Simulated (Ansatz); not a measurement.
# ZnSn15O32: the cost of one run

Program: Ansatz 0.2.0. Level of theory: DFT PBE, scalar-relativistic, plane waves, PAW. These are calculated values, not measurements.

3 further runs of the same task are left out: 3 set aside as unsound or not needed.

## (1) The starting structure

Symmetry: P4_2/mnm, No. 136, tetragonal system. Conventional cell: a = 4.827 Å, b = 4.827 Å, c = 3.238 Å, α = 90.00°, β = 90.00°, γ = 90.00°. Around Sn (site symmetry mmm) lie 6 O at 2.09 Å. Around O (site symmetry m2m) lie 3 Sn at 2.09 Å.

Coordinates:

```
Sn O
1.0
     4.82652    0.00000    0.00000
     0.00000    4.82837    0.00000
     0.00000    0.00000    3.23817
Sn O
2 4
Direct
  0.50000 0.50000 0.50000
  0.00000 0.00000 0.00000
  0.30650 0.30666 0.00000
  0.80650 0.19334 0.50000
  0.19350 0.80666 0.50000
  0.69350 0.69334 0.00000
```

It goes back to an entry of the Materials Project, which need not be the stable form.

This cell was relaxed beforehand with the same method: volume 12.58 Å³/atom, gap on the mesh 0.68 eV.

The host's static dielectric tensor, from an earlier linear-response run, has a mean of 12.98.

The perfect supercell (rows 1 -1 -2; 1 1 2; -1 -1 2 in vectors of this cell) was computed beforehand with the same settings: E(σ→0) = -114543.7600 eV for 48 atoms, gap 1.81 eV on its own mesh.

## (2) Setting up the defect

The atom at (0.500, 0.375, 0.375) of the supercell is replaced. The other atoms start on their ideal sites. Its neighbours are 6 O at 2.09 Å.

## (3) Charge state 0

The input, input.yaml:

```yaml
crystal:
  lattice:
    - [4.8265175878, -4.8283675482, -6.4763333621]
    - [4.8265175878, 4.8283675482, 6.4763333621]
    - [-4.8265175878, -4.8283675482, 6.4763333621]
  atoms:
    - { symbol: Zn, position: [0.5, 0.375, 0.375] }
    - { symbol: Sn, position: [0.5, 0.625, 0.625] }
    - { symbol: Sn, position: [0.0, 0.375, 0.875] }
    - { symbol: Sn, position: [0.0, 0.625, 0.125] }
    - { symbol: Sn, position: [0.0, 0.875, 0.375] }
    - { symbol: Sn, position: [0.0, 0.125, 0.625] }
    - { symbol: Sn, position: [0.5, 0.875, 0.875] }
    - { symbol: Sn, position: [0.5, 0.125, 0.125] }
    - { symbol: Sn, position: [0.5, 0.5, 0.0] }
    - { symbol: Sn, position: [0.5, 0.75, 0.25] }
    - { symbol: Sn, position: [0.0, 0.5, 0.5] }
    - { symbol: Sn, position: [0.0, 0.75, 0.75] }
    - { symbol: Sn, position: [0.0, 0.0, 0.0] }
    - { symbol: Sn, position: [0.0, 0.25, 0.25] }
    - { symbol: Sn, position: [0.5, 0.0, 0.5] }
    - { symbol: Sn, position: [0.5, 0.25, 0.75] }
    - { symbol: O, position: [0.4999173094, 0.1532481239, 0.3466691856] }
    - { symbol: O, position: [0.4999173094, 0.4032481239, 0.5966691856] }
    - { symbol: O, position: [0.9999173094, 0.1532481239, 0.8466691856] }
    - { symbol: O, position: [0.9999173094, 0.4032481239, 0.0966691856] }
    - { symbol: O, position: [0.9999173094, 0.6532481239, 0.3466691856] }
    - { symbol: O, position: [0.9999173094, 0.9032481239, 0.5966691856] }
    - { symbol: O, position: [0.4999173094, 0.6532481239, 0.8466691856] }
    - { symbol: O, position: [0.4999173094, 0.9032481239, 0.0966691856] }
    - { symbol: O, position: [0.8065789383, 0.5282481239, 0.5283308144] }
    - { symbol: O, position: [0.8065789383, 0.7782481239, 0.7783308144] }
    - { symbol: O, position: [0.3065789383, 0.5282481239, 0.0283308144] }
    - { symbol: O, position: [0.3065789383, 0.7782481239, 0.2783308144] }
    - { symbol: O, position: [0.3065789383, 0.0282481239, 0.5283308144] }
    - { symbol: O, position: [0.3065789383, 0.2782481239, 0.7783308144] }
    - { symbol: O, position: [0.8065789383, 0.0282481239, 0.0283308144] }
    - { symbol: O, position: [0.8065789383, 0.2782481239, 0.2783308144] }
    - { symbol: O, position: [0.1934210617, 0.2217518761, 0.2216691856] }
    - { symbol: O, position: [0.1934210617, 0.4717518761, 0.4716691856] }
    - { symbol: O, position: [0.6934210617, 0.2217518761, 0.7216691856] }
    - { symbol: O, position: [0.6934210617, 0.4717518761, 0.9716691856] }
    - { symbol: O, position: [0.6934210617, 0.7217518761, 0.2216691856] }
    - { symbol: O, position: [0.6934210617, 0.9717518761, 0.4716691856] }
    - { symbol: O, position: [0.1934210617, 0.7217518761, 0.7216691856] }
    - { symbol: O, position: [0.1934210617, 0.9717518761, 0.9716691856] }
    - { symbol: O, position: [0.5000826906, 0.3467518761, 0.1533308144] }
    - { symbol: O, position: [0.5000826906, 0.5967518761, 0.4033308144] }
    - { symbol: O, position: [8.26906e-05, 0.3467518761, 0.6533308144] }
    - { symbol: O, position: [8.26906e-05, 0.5967518761, 0.9033308144] }
    - { symbol: O, position: [8.26906e-05, 0.8467518761, 0.1533308144] }
    - { symbol: O, position: [8.26906e-05, 0.0967518761, 0.4033308144] }
    - { symbol: O, position: [0.5000826906, 0.8467518761, 0.6533308144] }
    - { symbol: O, position: [0.5000826906, 0.0967518761, 0.9033308144] }
  host:
    lattice:
      - [4.8265175878, 0.0, 0.0]
      - [0.0, 4.8283675482, 0.0]
      - [0.0, 0.0, 3.2381666811]
    atoms:
      - { symbol: Sn, position: [0.5, 0.5, 0.5] }
      - { symbol: Sn, position: [0.0, 0.0, 0.0] }
      - { symbol: O, position: [0.3064962477, 0.3066616288, 0.0] }
      - { symbol: O, position: [0.8064962477, 0.1933383712, 0.5] }
      - { symbol: O, position: [0.1935037523, 0.8066616288, 0.5] }
      - { symbol: O, position: [0.6935037523, 0.6933383712, 0.0] }
basis:
  ecutwfc: 420
  xc_grid: 2
kpoints:
  mp_grid: { grid: [2, 2, 2], shift: [0.5, 0.5, 0.5] }
hamiltonian:
  xc: pbe
scf:
  occupations: { method: gaussian, width: 0.01 }
output:
  forces: true
  stress: false
  eigenvalues: true
  charged_corrections:
    defect_position: [0.5, 0.375, 0.375]
    epsilon: [[14.0283, 0.0, 0.0], [0.0, 14.0284, 0.0], [0.0, 0.0, 10.8953]]
  write_density: true
  write_potential: true
  elf: true
  volumetric_format: npy
relax:
  adjacent_minimum: "off"
  f_tol: 0.025
  max_steps: 45
```

Launch:

```sh
$ ansatz run input.yaml --threads 4 --pin off --max-ram 6144MiB --backend cpu --events-out ev --progress --plain --runs-dir out
```

What time and memory should one allow on 4 threads of Arm Neoverse V2, shared host?

About 1.7 min, with a peak of 2.9 GiB.
